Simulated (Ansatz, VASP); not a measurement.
## BeS in VASP and in Ansatz

Contents of INCAR:

```
ALGO = Normal ; EDIFF = 1E-6
ENCUT = 520 ; GGA = PE
ISIF = 2 ; ISMEAR = 0
LASPH = T ; LCHARG = F
LREAL = F ; LWAVE = F
NBANDS = 11 ; NELM = 100
PREC = Accurate ; SIGMA = 0.05
```

KPOINTS

```
k-points
0
Gamma
  8 8 8
```

The input POSCAR:

```
BeS
1.0
    0.0000000000      2.4250000000      2.4250000000
    2.4250000000      0.0000000000      2.4250000000
    2.4250000000      2.4250000000      0.0000000000
Be S
1 1
Direct
    0.0000000000      0.0000000000      0.0000000000
    0.7500000000      0.7500000000      0.7500000000
```

Input for Ansatz:

```yaml
crystal:
  lattice:
    - [0.0, 2.425, 2.425]
    - [2.425, 0.0, 2.425]
    - [2.425, 2.425, 0.0]
  atoms:
    - { symbol: Be, position: [0.0, 0.0, 0.0] }
    - { symbol: S, position: [0.75, 0.75, 0.75] }
basis:
  ecutwfc: 420
kpoints:
  mp_grid: { grid: [8, 8, 8] }
hamiltonian:
  xc: pbe
scf:
  occupations: { method: gaussian, width: 0.05 }
output:
  forces: true
  stress: true
  eigenvalues: true
```

Alike in both runs: task single point; functional PBE; k mesh 8 × 8 × 8; occupations gaussian, width 0.05 eV; no spin polarisation.

|  | VASP | Ansatz |
| --- | --- | --- |
| version | VASP 6.6.1 | Ansatz 0.2.0 |
| potentials or method | VASP PAW PBE potentials, release 64 (Be, S) | scalar-relativistic, plane waves, PAW |
| plane-wave cutoff (eV) | 520 | 420 |
| valence electrons in the cell | 8 | 8 |

|  | VASP | Ansatz | Ansatz less VASP |
| --- | --- | --- | --- |
| gap on the k mesh at the Fermi level (eV) | 3.11 | 3.11 | -0.001 |
| least direct gap on the mesh (eV) | 5.67 | 5.65 | -0.018 |
| pressure (GPa) | 1.6 | 1.5 | -0.01 |

With one functional, cell and mesh, what is left measures potentials, basis and numerics.

A k mesh can miss the band edges. Expect the measured gap to be larger: semilocal functionals such as PBE lack the derivative discontinuity.
